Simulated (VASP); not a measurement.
# Ce (Im-3m) in VASP: a series of runs, part 2 of 2

VASP 6.6.1. Earlier steps stand in the parts before.

## 4. Single point, PBE, collinear spin, ferromagnetic start

INCAR reads:

```
PREC     = Accurate       # precision mode
ENCUT    = 450            # plane-wave cutoff, eV
EDIFF    = 1E-6           # SCF threshold, eV
ISMEAR   = 0              # smearing method
SIGMA    = 0.4            # smearing width, eV
LREAL    = F              # projectors in reciprocal space
LASPH    = T              # aspherical terms in the spheres
NELM     = 100            # most SCF steps
ALGO     = Normal         # electronic algorithm
ISIF     = 2              # what is computed and relaxed
LWAVE    = F              # write WAVECAR
LCHARG   = F              # write CHGCAR
ISPIN    = 2              # spin polarisation
MAGMOM   = 1              # initial moments
LORBIT   = 11             # projections on sites
LMAXMIX  = 6              # l up to which the mixer works
GGA      = PE             # functional
NBANDS   = 16             # bands
ADDGRID  = F
```

KPOINTS reads:

```
regular mesh
0
Gamma
  9 9 9
```

POSCAR reads:

```
Ce
1.0
   -1.9432985503      1.9432985503      1.9432985503
    1.9432985503     -1.9432985503      1.9432985503
    1.9432985503      1.9432985503     -1.9432985503
Ce
1
Direct
    0.0000000000      0.0000000000      0.0000000000
```

Potentials or basis: VASP PAW PBE potentials, release 64 (Ce).

Started as:

```bash
$ cat potpaw_PBE.64/Ce/POTCAR > POTCAR
$ mpirun -np 1 vasp_std > vasp.out
```

OUTCAR:

```text
PREC = Accurate
   ENCUT = 450
   EDIFF = 1E-6
   ISMEAR = 0
   LREAL = F
   LASPH = T
   NELM = 100
   ISIF = 2
   ISPIN = 2
   LORBIT = 11
   GGA = PE

 Found     35 irreducible k-points:

 Following reciprocal coordinates:
            Coordinates               Weight
  0.000000  0.000000  0.000000      1.000000
  0.111111  0.000000  0.000000     12.000000
  0.222222  0.000000  0.000000     12.000000
  0.333333  0.000000  0.000000     12.000000
  0.444444  0.000000  0.000000     12.000000
  0.111111  0.111111  0.000000     24.000000
   k-points           NKPTS =     35   k-points in BZ     NKDIM =     35   number of bands    NBANDS=     16
   number of dos      NEDOS =    301   number of ions     NIONS =      1
   total plane-waves  NPLWV =  13824
   dimension x,y,z NGX =    24 NGY =   24 NGZ =   24
   dimension x,y,z NGXF=    48 NGYF=   48 NGZF=   48
   ions per type =               1
   NGX,Y,Z   is equivalent  to a cutoff of  11.85, 11.85, 11.85 a.u.
   NGXF,Y,Z  is equivalent  to a cutoff of  23.71, 23.71, 23.71 a.u.
 SYSTEM =  unknown system
   PREC   = accura    normal or accurate (medium, high low for compatibility)
   ISTART =      0    job   : 0-new  1-cont  2-samecut
   ICHARG =      2    charge: 1-file 2-atom 10-const
   ISPIN  =      2    spin polarized calculation?
   LNONCOLLINEAR =      F non collinear calculations
   LSORBIT =      F    spin-orbit coupling
   LASPH  =      T    aspherical Exc in radial PAW
   ENCUT  =  450.0 eV  33.07 Ry    5.75 a.u.   5.82  5.82  5.82*2*pi/ulx,y,z
   NELM   =    100;   NELMIN=  2; NELMDL= -5     # of ELM steps
   EDIFF  = 0.1E-05   stopping-criterion for ELM
   LREAL  =      F    real-space projection
   EDIFFG = 0.1E-04   stopping-criterion for IOM
   NSW    =      0    number of steps for IOM
   IBRION =     -1    ionic relax: 0-MD 1-quasi-New 2-CG
   NFREE  =      0    steps in history (QN), initial steepest desc. (CG)
   ISIF   =      2    stress and relaxation
   ISYM   =      2    0-nonsym 1-usesym 2-fastsym
   POTIM  = 0.5000    time-step for ionic-motion
   TEBEG  =    0.0;   TEEND  =   0.0 temperature during run
   PSTRESS=    0.0 pullay stress
   NELECT =      12.0000    total number of electrons
   NUPDOWN=      -1.0000    fix difference up-down
   EMIN   =  10.00;   EMAX   =-10.00  energy-range for DOS
   EFERMI =   0.00;   METHOD = LEGACY
   ISMEAR =     0;   SIGMA  =   0.40  broadening in eV -4-tet -1-fermi 0-gaus
   EFERMI_NEDOS =   21; number of points for ismear=-14 and -15
   IALGO  =     38    algorithm
[... 27 lines left out ...]
  free energy    TOTEN  =        -5.88738070 eV

  energy without entropy =       -5.49277843  energy(sigma->0) =       -5.69007956

 E-fermi :   8.2701     XC(G=0): -10.7850

 val. band max:        8.2608624053   @ k =  -0.3333   0.3333   0.1111
 cond. band min:       8.2711591364   @ k =  -0.3333  -0.4444   0.1111
 fundamental gap:      0.0102967312
 Fermi energy:         8.2700758659

 spin component 1

 k-point     1 :       0.0000    0.0000    0.0000
  band No.  band energies     occupation
      1     -26.3358      1.00000
      2      -7.9102      1.00000
      3      -7.9102      1.00000
      4      -7.9102      1.00000
      5       5.2095      1.00000
      6       8.4961      0.21216
[... 91 lines left out ...]
      3      -8.1002      1.00000
      4      -7.9849      1.00000
      5       6.4609      1.00000
      6       8.2161      0.57561
[... 8 lines left out ...]
     15      11.9804      0.00000
     16      12.1317      0.00000

 [... further k-points ...]

 spin component 2

 k-point     1 :       0.0000    0.0000    0.0000
  band No.  band energies     occupation
      1     -26.3315      1.00000
      2      -7.9063      1.00000
      3      -7.9063      1.00000
      4      -7.9063      1.00000
      5       5.2131      1.00000
      6       8.5015      0.20660
[... 91 lines left out ...]
      3      -8.0963      1.00000
      4      -7.9811      1.00000
      5       6.4645      1.00000
      6       8.2210      0.56892
[... 8 lines left out ...]
     15      11.9844      0.00000
     16      12.1347      0.00000

 [... further k-points ...]

------------------------ aborting loop because EDIFF is reached ----------------------------------------

  FORCE on cell =-STRESS in cart. coord.  units (eV):
  Direction    XX          YY          ZZ          XY          YZ          ZX
  --------------------------------------------------------------------------------------
  -------------------------------------------------------------------------------------
  Total       -0.1560707     -0.1560707     -0.1560707     -0.0000000      0.0000000     -0.0000000
  in kB       -8.5183089     -8.5183089     -8.5183089     -0.0000000      0.0000000     -0.0000000
  external PRESSURE =      -8.5183089 kB  Pullay stress =       0.0000000 kB

 VOLUME and BASIS-vectors are now :
 -----------------------------------------------------------------------------
  energy-cutoff  :      450.00
  volume of cell :       29.35
      direct lattice vectors                 reciprocal lattice vectors
    -1.943298550  1.943298550  1.943298550     0.000000000  0.257294485  0.257294485
     1.943298550 -1.943298550  1.943298550     0.257294485  0.000000000  0.257294485
     1.943298550  1.943298550 -1.943298550     0.257294485  0.257294485  0.000000000

 POSITION                                       TOTAL-FORCE (eV/Angst)
 -----------------------------------------------------------------------------------
      0.00000      0.00000      0.00000        -0.000000      0.000000      0.000000
 -----------------------------------------------------------------------------------
    total drift:                                0.000000     -0.000000     -0.000000

  FREE ENERGIE OF THE ION-ELECTRON SYSTEM (eV)
  ---------------------------------------------------
  free  energy   TOTEN  =        -5.8873806972 eV

  energy  without entropy=       -5.4927784304  energy(sigma->0) =       -5.69007956

 total charge

# of ion       s       p       d       f       tot
--------------------------------------------------
    1        2.080   5.585   1.145   0.998   9.808

 magnetization (x)

# of ion       s       p       d       f       tot
--------------------------------------------------
    1        0.000   0.000   0.001   0.008   0.009
```

stdout:

```text
POSCAR found type information on POSCAR Ce
 POSCAR found :  1 types and       1 ions
 scaLAPACK will be used
 LDA part: xc-table for (Slater+PW92), standard interpolation
 POSCAR, INCAR and KPOINTS ok, starting setup
 FFT: planning ... GRIDC
 FFT: planning ... GRID_SOFT
 FFT: planning ... GRID
 WAVECAR not read
 entering main loop
```

Wall time 21 s (1 thread of Intel Xeon 6975P-C (Granite Rapids), shared host); peak memory 0.17 GiB.

The run converged, but some of its settings lie outside the range that counts as converged, so its numbers aren't taken as properties of the crystal.

What came out:

```yaml
Free_energy: -5.8874 eV
Pressure: -0.9 GPa
Band_gap_on_the_k_mesh: none (metal or under the smearing width)
Net_moment: 0.01 μB per cell
Valence_electrons_inside_the_program's_atomic_spheres: Ce 9.81
```

Caveat: the magnetic or orbital state may not be the lowest; spin-orbit coupling is left out, which moves the levels of the heavy elements.
